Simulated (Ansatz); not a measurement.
**SnO: the cell at several levels of theory**

Cell and atoms of SnO (NiAs type) are relaxed in turn with PBE and r2SCAN. This is a trial cell built on a prototype, not taken from a measured structure, and it needn't be the compound's ground state.

Program: Ansatz 0.2.0. PAW datasets, plane waves, zero pressure. No spin polarisation. The prototype was imposed, so other structures may be more stable.

### Step 1. The cell

This is the cell as the run starts from it, not yet at rest; its lengths are not the crystal's.

It is hexagonal, P6_3/mmc (No. 194); conventional cell a = 2.892 Å, c = 4.714 Å, 8.53 Å³ an atom. Near Sn stand 6 O at 2.04 Å; near O stand 6 Sn at 2.04 Å.

Structure file:

```
Sn O
1.0
     2.89188    0.00000    0.00000
    -1.44594    2.50444    0.00000
     0.00000    0.00000    4.71376
Sn O
2 2
Cartesian
  0.0000 0.0000 0.0000
  0.0000 0.0000 2.3569
  0.0000 1.6696 1.1784
  1.4459 0.8348 3.5353
```

### Step 2. Relaxing with PBE

Input file input.yaml:

```yaml
crystal:
  lattice:
    - [2.89187616, 0.0, 0.0]
    - [-1.44593808, 2.5044382192, 0.0]
    - [0.0, 0.0, 4.7137581408]
  atoms:
    - { symbol: Sn, position: [0.0, 0.0, 0.0] }
    - { symbol: Sn, position: [0.0, 0.0, 0.5] }
    - { symbol: O, position: [0.3333333333, 0.6666666667, 0.25] }
    - { symbol: O, position: [0.6666666667, 0.3333333333, 0.75] }
kpoints:
  mp_grid: { grid: [12, 12, 6] }
hamiltonian:
  xc: pbe
scf:
  occupations: { method: fermi_dirac, width: 0.02 }
relax:
  f_tol: 0.005
  cell: {}
```

Started as:

```sh
$ ansatz run input.yaml --threads 2 --pin off --max-ram 2211MiB --backend cpu --events-out ev --progress --plain --runs-dir out
```

Standard output:

```text
Warning: RAYON_NUM_THREADS=2 ignored (pool sized by the plan → 2); use --threads N
Engine: ansatz 0.2.0, x86_64-unknown-linux-gnu
Pseudopotentials: kind: paw
Pseudopotential: Sn, paw, valence charge 14, recommended cutoff 420 eV (normal), Sn.paw.azcp
Pseudopotential: O, paw, valence charge 6, recommended cutoff 420 eV (normal), O.paw.azcp
Functional definition: PBE
  parameter kappa = 0.804
  parameter beta = 0.06672455060314922
  exchange = pbe_x(kappa = kappa, mu = beta*pi^2/3)
  correlation = pbe_c(beta = beta)
Crystal: 4 atoms, lattice volume = 34.140 Å³
Basis set: ecut = 420 eV, 663 PW (Γ), exchange–correlation on 40×40×64 points (8 copies of the dense FFT grid, shifted against one another)
Bands: 24, of which v1, the nominal top of the filled ones, is band 20 counted from 1 (19 counted from 0)
Symmetry: 24 space group operations
Space group: P63/mmc (ITA 194), of the structure as read, at distance tolerance 3.2e-5 Å
k-points: 76 of 864
Non-local potential: Sn, projectors of the file, l = 0: 2, l = 1: 2, l = 2: 2, l = 3: 2
Non-local potential: O, projectors of the file, l = 0: 2, l = 1: 2, l = 2: 1
PAW form: soft (Blöchl's): semilocal exchange-correlation on the pseudo side does not see the compensation charge
PAW one-centre angular grid: Sn, 590 points (default); XC on 64 Gauss nodes
PAW one-centre angular grid: O, 110 points (default); XC on 64 Gauss nodes
Initial density: superposition of atomic densities (neutral atoms: chi_scale 0, normalization atom), corrected by the library's trained network
Initial wavefunctions: pseudopotential atomic-orbital guess
Functional: x = pbe(κ = 0.804, μ = 0.2195149727645171), c = pbe(β = 0.06672455060314922)
SCF iter   1: F=—  HF=-13164.087648 eV  |F-HF|=—  |Δ(HF+E_count)|=         —  Δρ=2.38e-2  dr2=1.57e-1  ethr=1.77e-3  ⟨swp⟩=7.2  Hψ=9158  notcnv=0
preconditioner: auto → none  [insulator: Δε(μ)=0.056 eV  Ē_g=21.510 eV  σ=0.020 eV  W_gap=0.56  n_scr=10 (ndim 8)  ℏωp=40.2 eV  f_vac=0.000  D(μ)=0.83/eV (n_scr^D=2)  ε∞_Penn≈4.5]
SCF iter   2: F=—  HF=-13164.040753 eV  |F-HF|=—  |Δ(HF+E_count)|=   4.69e-2  Δρ=4.77e-3  dr2=6.08e-3  ethr=3.92e-4  ⟨swp⟩=2.4  Hψ=3175  notcnv=0  defer=2
SCF iter   3: F=—  HF=-13164.039455 eV  |F-HF|=—  |Δ(HF+E_count)|=   1.30e-3  Δρ=1.42e-3  dr2=2.35e-4  ethr=1.52e-5  ⟨swp⟩=2.1  Hψ=2785  notcnv=0  defer=2
SCF iter   4: F=—  HF=-13164.039509 eV  |F-HF|=—  |Δ(HF+E_count)|=   5.48e-5  Δρ=1.92e-4  dr2=6.57e-6  ethr=5.89e-7  ⟨swp⟩=2.8  Hψ=3195  notcnv=0  defer=2
SCF iter   5: F=—  HF=-13164.039502 eV  |F-HF|=—  |Δ(HF+E_count)|=   7.43e-6  Δρ=2.41e-5  dr2=6.26e-8  ethr=1.64e-8  ⟨swp⟩=2.0  Hψ=3314  notcnv=0  defer=2
SCF iter   6: F=-13164.039502 eV  HF=-13164.039502 eV  |F-HF|=2.84e-9  |Δ(HF+E_count)|=   1.07e-7  Δρ=4.21e-6  dr2=2.19e-9  ethr=1.56e-10  ⟨swp⟩=3.4  Hψ=6956  notcnv=0
SCF 1 converged in 6 iterations: F = -13164.039502 eV  dr2 = 2.19e-9
relax step   1: F+E_penalty+E_count = -13164.03950207 eV  Δ(F+E_penalty+E_count) = +0.000e0 eV  max|allowed force component| = 4.441e-16 eV/Å  Δτ_max = 0.0000 Å  P = +294.945 GPa  Ω = 34.140 Å³  (6 SCF iters, dr2 threshold 1.00e-7 eV, accepted)
Crystal: 4 atoms, lattice volume = 38.547 Å³
Basis set: ecut = 420 eV, 725 PW (Γ), exchange–correlation on 40×40×64 points (8 copies of the dense FFT grid, shifted against one another)
Initial density: handed on by an earlier stage of this run
Initial wavefunctions: those handed on with the density
iter 1 solved again at ethr=6.48e-4 eV; its pass at ethr=3.10e-3 eV (dr2=2.59e-1 eV) is discarded
SCF iter   1: F=—  HF=-13170.679316 eV  |F-HF|=—  |Δ(HF+E_count)|=         —  Δρ=3.07e-2  dr2=2.59e-1  ethr=6.48e-4  ⟨swp⟩=1.0  Hψ=11750  notcnv=0
preconditioner: auto → Resta (q_TF=auto, 2.745 Å⁻¹)  ε∞=4.4  [insulator: Δε(μ)=0.080 eV  Ē_g=20.610 eV  σ=0.020 eV  W_gap=0.62  n_scr=22 (ndim 8)  ℏωp=37.8 eV  f_vac=0.000  D(μ)=0.46/eV (n_scr^D=2)  ε∞_Penn≈4.4]
SCF iter   2: F=—  HF=-13170.619797 eV  |F-HF|=—  |Δ(HF+E_count)|=   5.95e-2  Δρ=1.04e-2  dr2=3.33e-2  ethr=6.48e-4  ⟨swp⟩=2.0  Hψ=2523  notcnv=0
SCF iter   3: F=—  HF=-13170.612946 eV  |F-HF|=—  |Δ(HF+E_count)|=   6.85e-3  Δρ=1.52e-3  dr2=4.38e-4  ethr=8.32e-5  ⟨swp⟩=2.1  Hψ=2683  notcnv=0
SCF iter   4: F=—  HF=-13170.613043 eV  |F-HF|=—  |Δ(HF+E_count)|=   9.70e-5  Δρ=1.49e-4  dr2=7.92e-6  ethr=1.10e-6  ⟨swp⟩=2.2  Hψ=2831  notcnv=0
SCF iter   5: F=—  HF=-13170.613146 eV  |F-HF|=—  |Δ(HF+E_count)|=   1.03e-4  Δρ=4.36e-5  dr2=6.29e-7  ethr=1.98e-8  ⟨swp⟩=2.3  Hψ=3364  notcnv=0
SCF iter   6: F=-13170.613146 eV  HF=-13170.613146 eV  |F-HF|=5.01e-9  |Δ(HF+E_count)|=   2.95e-7  Δρ=7.57e-6  dr2=2.16e-8  ethr=1.00e-9  ⟨swp⟩=4.4  Hψ=5871  notcnv=0
SCF 2 converged in 6 iterations: F = -13170.613146 eV  dr2 = 2.16e-8
relax step   2: F+E_penalty+E_count = -13170.61314631 eV  Δ(F+E_penalty+E_count) = -6.574e0 eV  max|allowed force component| = 6.106e-16 eV/Å  Δτ_max = 0.0000 Å  P = +185.609 GPa  Ω = 38.547 Å³  energy of the carried Pulay correction = -2.767e-2 eV  (6 SCF iters, dr2 threshold 4.00e-7 eV, accepted)
Crystal: 4 atoms, lattice volume = 43.369 Å³
Basis set: ecut = 420 eV, 833 PW (Γ), exchange–correlation on 40×40×64 points (8 copies of the dense FFT grid, shifted against one another)
iter 1 solved again at ethr=4.16e-4 eV; its pass at ethr=3.10e-3 eV (dr2=1.66e-1 eV) is discarded
SCF iter   1: F=—  HF=-13175.069567 eV  |F-HF|=—  |Δ(HF+E_count)|=         —  Δρ=2.33e-2  dr2=1.66e-1  ethr=4.16e-4  ⟨swp⟩=1.0  Hψ=11783  notcnv=0
preconditioner: auto → Resta (q_TF=auto, 2.692 Å⁻¹)  ε∞=4.3  [insulator: Δε(μ)=0.121 eV  Ē_g=19.763 eV  σ=0.020 eV  W_gap=0.64  n_scr=22 (ndim 8)  ℏωp=35.7 eV  f_vac=0.000  D(μ)=0.64/eV (n_scr^D=2)  ε∞_Penn≈4.3]
SCF iter   2: F=—  HF=-13175.034147 eV  |F-HF|=—  |Δ(HF+E_count)|=   3.54e-2  Δρ=8.28e-3  dr2=2.32e-2  ethr=4.15e-4  ⟨swp⟩=2.1  Hψ=2499  notcnv=0
preconditioner: auto → Kerker (q_TF=auto, 2.692 Å⁻¹)  [metal: Δε(μ)=0.041 eV  Ē_g=19.764 eV  σ=0.020 eV  W_gap=0.43  n_scr=22 (ndim 8)  ℏωp=35.7 eV  f_vac=0.000  D(μ)=0.59/eV (n_scr^D=2)]
SCF iter   3: F=—  HF=-13175.029775 eV  |F-HF|=—  |Δ(HF+E_count)|=   4.37e-3  Δρ=1.29e-3  dr2=6.34e-4  ethr=5.81e-5  ⟨swp⟩=2.1  Hψ=2686  notcnv=0
SCF iter   4: F=—  HF=-13175.029833 eV  |F-HF|=—  |Δ(HF+E_count)|=   5.75e-5  Δρ=2.18e-4  dr2=2.43e-5  ethr=1.59e-6  ⟨swp⟩=2.1  Hψ=2534  notcnv=0
SCF iter   5: F=—  HF=-13175.030195 eV  |F-HF|=—  |Δ(HF+E_count)|=   3.62e-4  Δρ=7.91e-5  dr2=2.71e-6  ethr=6.07e-8  ⟨swp⟩=2.5  Hψ=2913  notcnv=0
SCF iter   6: F=-13175.030195 eV  HF=-13175.030196 eV  |F-HF|=2.95e-8  |Δ(HF+E_count)|=   9.25e-7  Δρ=1.53e-5  dr2=1.18e-7  ethr=1.00e-9  ⟨swp⟩=4.9  Hψ=6410  notcnv=0
SCF 3 converged in 6 iterations: F = -13175.030195 eV  dr2 = 1.18e-7
relax step   3: F+E_penalty+E_count = -13175.03019547 eV  Δ(F+E_penalty+E_count) = -4.417e0 eV  max|allowed force component| = 5.921e-16 eV/Å  Δτ_max = 0.0000 Å  P = +111.197 GPa  Ω = 43.369 Å³  energy of the carried Pulay correction = -5.435e-2 eV  (6 SCF iters, dr2 threshold 4.00e-7 eV, accepted)
[... from here on, the SCF cycles and remarks between the steps are left out ...]
relax step   4: F+E_penalty+E_count = -13177.78287549 eV  Δ(F+E_penalty+E_count) = -2.753e0 eV  max|allowed force component| = 4.441e-16 eV/Å  Δτ_max = 0.0000 Å  P = +59.320 GPa  Ω = 48.614 Å³  energy of the carried Pulay correction = -7.995e-2 eV  (7 SCF iters, dr2 threshold 4.00e-7 eV, accepted)
relax step   5: F+E_penalty+E_count = -13179.11289631 eV  Δ(F+E_penalty+E_count) = -1.330e0 eV  max|allowed force component| = 6.338e-16 eV/Å  Δτ_max = 0.0000 Å  P = +24.726 GPa  Ω = 53.716 Å³  energy of the carried Pulay correction = -1.021e-1 eV  (6 SCF iters, dr2 threshold 4.00e-7 eV, accepted)
relax step   6: F+E_penalty+E_count = -13179.47142646 eV  Δ(F+E_penalty+E_count) = -3.585e-1 eV  max|allowed force component| = 4.441e-16 eV/Å  Δτ_max = 0.0000 Å  P = +3.147 GPa  Ω = 57.713 Å³  energy of the carried Pulay correction = -1.179e-1 eV  (7 SCF iters, dr2 threshold 4.00e-7 eV, accepted)
relax step   7: F+E_penalty+E_count = -13179.47599361 eV  Δ(F+E_penalty+E_count) = -4.567e-3 eV  max|allowed force component| = 5.921e-16 eV/Å  Δτ_max = 0.0000 Å  P = +0.128 GPa  Ω = 58.353 Å³  energy of the carried Pulay correction = -1.203e-1 eV  (6 SCF iters, dr2 threshold 4.00e-7 eV, accepted)
relax step   8: F+E_penalty+E_count = -13179.47590894 eV  Δ(F+E_penalty+E_count) = +8.467e-5 eV  max|allowed force component| = 3.978e-16 eV/Å  Δτ_max = 0.0000 Å  P = +0.001 GPa  Ω = 58.379 Å³  energy of the carried Pulay correction = -1.204e-1 eV  (6 SCF iters, dr2 threshold 7.99e-8 eV, accepted)
relax step   9: F+E_penalty+E_count = -13180.73794346 eV  Δ(F+E_penalty+E_count) = -1.262e0 eV  max|allowed force component| = 2.961e-16 eV/Å  Δτ_max = 0.0000 Å  P = +19.936 GPa  Ω = 58.379 Å³  stress off target by 2.62e1 GPa  SCF on the basis re-selected at this cell (its energy is not comparable with the rows above)  (8 SCF iters)
relax step  10: F+E_penalty+E_count = -13181.13365059 eV  Δ(F+E_penalty+E_count) = -3.957e-1 eV  max|allowed force component| = 6.661e-16 eV/Å  Δτ_max = 0.0000 Å  P = +8.652 GPa  Ω = 62.641 Å³  energy of the carried Pulay correction = -1.539e-2 eV  (6 SCF iters, dr2 threshold 4.00e-7 eV, accepted)
relax step  11: F+E_penalty+E_count = -13181.24289257 eV  Δ(F+E_penalty+E_count) = -1.092e-1 eV  max|allowed force component| = 2.961e-16 eV/Å  Δτ_max = 0.0000 Å  P = +1.377 GPa  Ω = 66.167 Å³  energy of the carried Pulay correction = -3.517e-2 eV  (7 SCF iters, dr2 threshold 4.00e-7 eV, accepted)
relax step  12: F+E_penalty+E_count = -13181.24203248 eV  Δ(F+E_penalty+E_count) = +8.601e-4 eV  max|allowed force component| = 3.840e-16 eV/Å  Δτ_max = 0.0000 Å  P = +0.110 GPa  Ω = 66.926 Å³  energy of the carried Pulay correction = -3.960e-2 eV  (6 SCF iters, dr2 threshold 4.00e-7 eV, accepted)
relax step  13: F+E_penalty+E_count = -13181.24154158 eV  Δ(F+E_penalty+E_count) = +4.909e-4 eV  max|allowed force component| = 3.284e-16 eV/Å  Δτ_max = 0.0000 Å  P = +0.003 GPa  Ω = 67.020 Å³  energy of the carried Pulay correction = -4.015e-2 eV  (6 SCF iters, dr2 threshold 4.82e-8 eV, accepted)
relax step  14: F+E_penalty+E_count = -13181.28958279 eV  Δ(F+E_penalty+E_count) = -4.804e-2 eV  max|allowed force component| = 3.284e-16 eV/Å  Δτ_max = 0.0000 Å  P = +0.433 GPa  Ω = 67.020 Å³  stress off target by 9.03e-1 GPa  SCF on the basis re-selected at this cell (its energy is not comparable with the rows above)  (7 SCF iters)
relax step  15: F+E_penalty+E_count = -13181.29025864 eV  Δ(F+E_penalty+E_count) = -6.758e-4 eV  max|allowed force component| = 2.220e-16 eV/Å  Δτ_max = 0.0000 Å  P = +0.063 GPa  Ω = 67.159 Å³  energy of the carried Pulay correction = -3.138e-4 eV  (6 SCF iters, dr2 threshold 4.00e-7 eV, accepted)
relax step  16: F+E_penalty+E_count = -13181.29022401 eV  Δ(F+E_penalty+E_count) = +3.463e-5 eV  max|allowed force component| = 4.441e-16 eV/Å  Δτ_max = 0.0000 Å  P = +0.000 GPa  Ω = 67.184 Å³  energy of the carried Pulay correction = -3.700e-4 eV  (6 SCF iters, dr2 threshold 4.43e-8 eV, accepted)
iter 1 solved again at ethr=2.37e-7 eV; its pass at ethr=3.10e-3 eV (dr2=9.47e-5 eV) is discarded
SCF iter   1: F=—  HF=-13181.290614 eV  |F-HF|=—  |Δ(HF+E_count)|=         —  Δρ=5.58e-5  dr2=1.23e-7  ethr=2.37e-7  ⟨swp⟩=2.7  Hψ=12641  notcnv=0
SCF iter   2: F=—  HF=-13181.290647 eV  |F-HF|=—  |Δ(HF+E_count)|=   3.24e-5  Δρ=2.90e-5  dr2=3.79e-8  ethr=3.07e-10  ⟨swp⟩=3.0  Hψ=3634  notcnv=0
SCF iter   3: F=—  HF=-13181.290650 eV  |F-HF|=—  |Δ(HF+E_count)|=   3.82e-6  Δρ=4.41e-6  dr2=7.69e-9  ethr=9.48e-11  ⟨swp⟩=2.0  Hψ=2584  notcnv=0
SCF iter   4: F=—  HF=-13181.290650 eV  |F-HF|=—  |Δ(HF+E_count)|=   1.97e-8  Δρ=1.73e-6  dr2=1.55e-9  ethr=1.92e-11  ⟨swp⟩=1.5  Hψ=1913  notcnv=0
iter 5 did not close the SCF: its close was put off for the readings that it lacked (scf_convergence_deferred on its scf_iter line)
SCF iter   5: F=-13181.290650 eV  HF=-13181.290650 eV  |F-HF|=1.82e-11  |Δ(HF+E_count)|=  2.58e-10  Δρ=1.44e-7  dr2=1.23e-11  ethr=3.88e-12  ⟨swp⟩=2.0  Hψ=2279  notcnv=0
SCF iter   6: F=-13181.290650 eV  HF=-13181.290650 eV  |F-HF|=1.09e-11  |Δ(HF+E_count)|=  2.18e-11  Δρ=5.65e-8  dr2=2.96e-12  ethr=1.00e-12  ⟨swp⟩=3.8  Hψ=6258  notcnv=0
SCF 17 converged in 6 iterations: F = -13181.290650 eV  dr2 = 2.96e-12
relax step  17: F+E_penalty+E_count = -13181.29065039 eV  Δ(F+E_penalty+E_count) = -4.264e-4 eV  max|allowed force component| = 3.701e-16 eV/Å  Δτ_max = 0.0000 Å  P = +0.002 GPa  Ω = 67.184 Å³  stress off target by 3.07e-2 GPa  SCF on the basis re-selected at this cell (its energy is not comparable with the rows above)  (6 SCF iters)
basis re-selected at this cell: Δ(F+E_penalty+E_count) = -4.264e-4 eV, ΔP = +0.002 GPa vs the last step (what re-selecting the basis moved, of the pressure what is left beyond the Pulay correction that the steps carried, after the strain that the cell walked since its last selection, with what the two solves' SCF thresholds leave and, on support functions, any second-order correction that the steps lacked; it is no measure of the basis error at this ecutwfc). This SCF's stress stands 3.07e-2 GPa from its target on what of the cell is left free (relax.cell.stress_tol is 5.00e-2 GPa) and its largest allowed force component is 3.70e-16 eV/Å (relax.f_tol is 5.00e-3 eV/Å): within both
SCF converged after 6 iterations
Free energy (F): -13181.290650 eV
Harris-Foulkes:  -13181.290650 eV  (|F-HF|=1.09e-11)
Internal energy: -13181.289901 eV  (E = F + TS)
E sigma→0 (E₀):  -13181.290276 eV
Entropy (-TS):   -0.000750 eV (-0.187 meV/atom)
Fermi energy:    10.485477 eV
--- Per-component energies (eV) ---
  E_band       = -154.298173
  E_kinetic    = 715.558842
  E_local      = -2137.576931  (includes V_loc(G=0)·N_el)
  E_nonlocal   = 29.855320
  E_hartree    = 1193.045788
  E_xc         = -914.539542
  E_vxc        = -381.743500  (∫ρ·V_xc dr)
  E_paw        = -8578.793186  (= ΣΔE_a)
  E_vpaw       = -766.488090  (= ΣTr[D̂ρ^β])
  E_aug_tail   = 0.004599  (compensation charges beyond the density's cutoff)
  E_ewald      = -3488.844791
  E_smearing   = -0.000750  (= −TS)
  E_closure    = 0.000000  (closes the sum)
  Σ components = -13181.290650   (vs F -13181.290650, Δ=0.00e0)
--- Forces (eV/Å), atoms counted from 1 ---
  atom   1  Sn     0.00000000    -0.00000000     0.00000000
  atom   2  Sn     0.00000000     0.00000000     0.00000000
  atom   3  O     -0.00000000     0.00000000     0.00000000
  atom   4  O     -0.00000000    -0.00000000    -0.00000000
  max |Σ_I F_I| component: 3.70e-17 eV/Å
--- Stress (GPa, compression-positive) ---
       -0.011626      -0.000000       0.000000
        0.000000      -0.011626      -0.000000
        0.000000      -0.000000       0.030716
  P = ⅓ Tr σ = 0.0025 GPa (0.025 kbar)
--- Relaxed structure (14 steps of the walk, 14 accepted, 3 SCFs on fresh bases) ---
  F+E_penalty+E_count = -13181.29065039 eV   max|allowed force component| = 3.701e-16 eV/Å   (the final SCF, on the basis selected at the relaxed cell)
  cell:  # Å, volume = 67.1840 Å³
    - [3.4750646192540464, -2.0030011404399242e-33, -5.293645871162656e-34]
    - [-1.7375323096270232, 3.009494240066502, 7.97467611211687e-34]
    - [-6.996196840478685e-35, 9.095055892622383e-34, 6.424055152300238]
  atoms:
    - { symbol: Sn, position: [-3.102185273483329e-34, 2.9967482877359372e-33, -4.557248545251246e-35] }
    - { symbol: Sn, position: [-2.3910937017775904e-34, 3.51352484209529e-33, 0.49999999999999994] }
    - { symbol: O, position: [0.33333333333333337, 0.6666666666666667, 0.24999999999999997] }
    - { symbol: O, position: [0.6666666666666667, 0.33333333333333337, 0.7499999999999999] }
```

Run time: 70 s. Hardware: 2 threads of AMD EPYC 7R43 (Zen 3), shared host; peak memory 0.44 GiB.

The path of the relaxation:

```tsv
step	energy change (meV/atom)	largest force (eV/Å)	pressure (GPa)	volume (Å³/atom)
1	0.0	0.0000	294.94	8.535
2	-1643.4	0.0000	185.61	9.637
3	-2747.7	0.0000	111.20	10.842
4	-3435.8	0.0000	59.32	12.154
5	-3768.3	0.0000	24.73	13.429
6	-3858.0	0.0000	3.15	14.428
7	-3859.1	0.0000	0.13	14.588
8	-3859.1	0.0000	0.00	14.595
9	-4174.6	0.0000	19.94	14.595
10	-4273.5	0.0000	8.65	15.660
11	-4300.8	0.0000	1.38	16.542
12	-4300.6	0.0000	0.11	16.731
13	-4300.5	0.0000	0.00	16.755
14	-4312.5	0.0000	0.43	16.755
15	-4312.7	0.0000	0.06	16.790
16	-4312.7	0.0000	0.00	16.796
17	-4312.8	0.0000	0.00	16.796
```

Steps 9, 14, 17 solve the same cell on a plane-wave basis chosen anew, so the energy can jump there without a move.

The table lists every geometry solved, with passes on a fresh basis, whose energies don't compare exactly with the rows above.

```
                         before     after    change
                a (Å)     2.892     3.475  +20.17 %
                c (Å)     4.714     6.424  +36.28 %
     volume (Å³/atom)     8.535    16.796  +96.79 %
shortest distance (Å)     2.044     2.570  +25.75 %
          space group  P6_3/mmc  P6_3/mmc      same
```

(Part 1 of 2 ends here.)
